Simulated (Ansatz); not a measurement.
A plane-wave DFT run in Ansatz 0.2.0 (scalar-relativistic PAW potentials unless the input names others): input and command.

```yaml
crystal:
  lattice:
    - [-2.0811106708, 2.0811106708, 3.924922764]
    - [2.0811106708, -2.0811106708, 3.924922764]
    - [2.0811106708, 2.0811106708, -3.924922764]
  atoms:
    - { symbol: Al, position: [0.75, 0.25, 0.5] }
    - { symbol: Al, position: [0.25, 0.75, 0.5] }
    - { symbol: Al, position: [0.5, 0.5, 0.0] }
    - { symbol: Au, position: [0.0, 0.0, 0.0] }
basis:
  ecutwfc: 420
kpoints:
  mp_grid: { grid: [14, 14, 14] }
hamiltonian:
  xc: pbesol
  hubbard: { sites: [{ species: Au, l: d, u_eff: 1.0 }], double_counting: fll }
scf:
  occupations: { method: fermi_dirac, width: 0.2 }
output:
  forces: true
  eigenvalues: true
  stress: true
```

```bash
ansatz run input.yaml --threads 1 --pin off --max-ram 1331MiB --backend cpu --events-out ev --progress --plain --runs-dir out
```

Abridged log:
```
Al: projections on atomic orbitals take those of the free atom [Ne] 3s2 3p1, of charge +0.00 (hamiltonian.pseudopotentials.projection_atoms); the dataset's partial waves leave at most 3.3e-8 of an orbital's norm unspanned inside its sphere
Au: projections on atomic orbitals take those of the free atom [Kr 4d10 4f14] 5s2 5p6 5d10 6s1, of charge +0.00 (hamiltonian.pseudopotentials.projection_atoms); the dataset's partial waves leave at most 9.9e-5 of an orbital's norm unspanned inside its sphere
band count auto-derived: 19 (N_el = 28.0; filled up to band 14; 18 by the electrons, moments and atoms)
Pseudopotentials: kind: paw
Pseudopotential: Al, paw, valence charge 3, recommended cutoff 420 eV (normal)
Pseudopotential: Au, paw, valence charge 19, recommended cutoff 420 eV (normal)
Functional definition: PBEsol
Crystal: 4 atoms, lattice volume = 67.996 Å³
Basis set: ecut = 420 eV, 1329 PW (Γ), exchange–correlation on 72×72×72 points (8 copies of the dense FFT grid, shifted against one another)
Bands: 19, of which v1, the nominal top of the filled ones, is band 14 counted from 1 (13 counted from 0)
Symmetry: 16 space group operations
Space group: I4/mmm (ITA 139), of the structure as read, at distance tolerance 4.1e-5 Å
k-points: 244 of 2744
Initial density: superposition of atomic densities (chi_scale 0.1, normalization cell, long waves kept (reshape's long-wave potential 0.00 eV rms))
Initial wavefunctions: pseudopotential atomic-orbital guess
Functional: x = pbesol(κ = 0.804, μ = 0.12345679), c = pbesol(β = 0.046)
SCF iter   1: F=—  HF=-14585.053808 eV  |F-HF|=—  |Δ(HF+E_count)|=         —  Δρ=1.36e-1  dr2=2.23e1  ethr=3.10e-3  ⟨swp⟩=5.9  Hψ=23679  notcnv=0
SCF iter   2: F=—  HF=-14581.163682 eV  |F-HF|=—  |Δ(HF+E_count)|=    3.89e0  Δρ=2.99e-2  dr2=3.77e-1  ethr=3.10e-3  ⟨swp⟩=3.0  Hψ=12188  notcnv=0
SCF iter   3: F=—  HF=-14581.097315 eV  |F-HF|=—  |Δ(HF+E_count)|=   6.64e-2  Δρ=1.55e-2  dr2=1.31e-1  ethr=1.35e-3  ⟨swp⟩=2.6  Hψ=8877  notcnv=0
SCF iter   4: F=—  HF=-14581.070451 eV  |F-HF|=—  |Δ(HF+E_count)|=   2.69e-2  Δρ=2.54e-3  dr2=6.25e-3  ethr=4.69e-4  ⟨swp⟩=2.7  Hψ=7466  notcnv=0
SCF iter   5: F=—  HF=-14581.068085 eV  |F-HF|=—  |Δ(HF+E_count)|=   2.37e-3  Δρ=4.39e-4  dr2=9.43e-5  ethr=2.23e-5  ⟨swp⟩=2.6  Hψ=6674  notcnv=0
SCF iter   6: F=—  HF=-14581.068076 eV  |F-HF|=—  |Δ(HF+E_count)|=   9.37e-6  Δρ=5.15e-5  dr2=1.64e-6  ethr=3.37e-7  ⟨swp⟩=2.3  Hψ=7625  notcnv=0
SCF iter   7: F=—  HF=-14581.068075 eV  |F-HF|=—  |Δ(HF+E_count)|=   3.40e-7  Δρ=1.38e-5  dr2=1.83e-7  ethr=3.57e-10  ⟨swp⟩=6.9  Hψ=24212  notcnv=0
SCF iter   8: F=-14581.068075 eV  HF=-14581.068075 eV  |F-HF|=7.42e-10  |Δ(HF+E_count)|=   3.76e-8  Δρ=1.40e-6  dr2=1.57e-9  ethr=3.57e-10  ⟨swp⟩=4.0  Hψ=14822  notcnv=0
SCF 1 converged in 8 iterations: F = -14581.068075 eV  dr2 = 1.57e-9
SCF converged after 8 iterations
Free energy (F): -14581.068075 eV
Harris-Foulkes:  -14581.068075 eV  (|F-HF|=7.42e-10)
Internal energy: -14580.862618 eV  (E = F + TS)
E sigma→0 (E₀):  -14580.965347 eV
Entropy (-TS):   -0.205457 eV (-51.364 meV/atom)
Fermi energy:    11.119542 eV
--- Forces (eV/Å), atoms counted from 1 ---
  atom   1  Al     0.00000000     0.00000000     0.00000000
  atom   2  Al     0.00000000     0.00000000     0.00000000
  atom   3  Al     0.00000000     0.00000000     0.00000000
  atom   4  Au     0.00000000     0.00000000     0.00000000
--- Stress (GPa, compression-positive) ---
       -5.351817       0.000000       0.000000
        0.000000      -5.351817       0.000000
        0.000000       0.000000      -0.249032
  P = ⅓ Tr σ = -3.6509 GPa (-36.509 kbar)
Occupation matrices written to <dir>
```

Apart from outputs and empty bands, the input differs from a reference run on usual settings in scf.occupations.method: "gaussian" → "fermi_dirac"; scf.occupations.width: 0.1 → 0.2; hamiltonian.hubbard: not typed → {"sites": [{"species": "Au", "l": "d", "u_eff": 1.0}], "double_counting": "fll"}. The reference, at the same geometry (not necessarily relaxed), gave pressure -4.18 GPa, largest force 0.000 eV/Å, no gap on the mesh. This run converged in 8 SCF iterations (reference: 6) with an energy at zero smearing 52.38 meV/atom above the reference's (the Hamiltonian itself differs), pressure -3.65 GPa, largest force 0.000 eV/Å, no gap on the mesh. Its smearing width is looser than usual. The Hamiltonian differs as well, so the change in the result can't be put down to that alone.

The run took 14 s on 1 thread of Intel(R) Xeon(R) 6975P-C (Granite Rapids), on a shared host, peak memory 0.79 GiB.